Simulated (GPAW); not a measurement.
The system is CsBr.

```
CELL_PARAMETERS angstrom
4.32562 0.00000 0.00000
0.00000 4.32562 0.00000
0.00000 0.00000 4.32562
ATOMIC_POSITIONS crystal
Cs 0.00000 0.00000 0.00000
Br 0.50000 0.50000 0.50000
```

The cell comes from a database or a generator and needn't be the stable form of this composition.

Base run:

```yaml
Program: GPAW 26.7.0
Functional: r2SCAN
Potentials_or_basis: GPAW PAW data sets (gpaw-data 1.2.1)
Cutoff: 600 eV
Basis: pw
k_mesh: 6 × 6 × 6
Occupations: fermi-dirac, width 0.05 eV
Spin: no spin polarisation
```

Its results: band gap on the k mesh 5.18 eV, indirect (least direct gap 5.19 eV); pressure 0.0 GPa.

**Question.** The run is repeated on the same cell with these changes: functional from r2SCAN to LDA; potentials or basis from GPAW PAW data sets (gpaw-data 1.2.1) to the program's PAW data sets (release 1.2.1) made for this functional. What comes out?

**Answer.** Band gap on the k mesh 4.03 eV, indirect (least direct gap 4.04 eV); pressure -1.9 GPa.

Caveats: spin-orbit coupling is left out, which moves the levels of the heavy elements; the PAW data sets were made with another functional, which shifts forces and pressure a little (some runs).
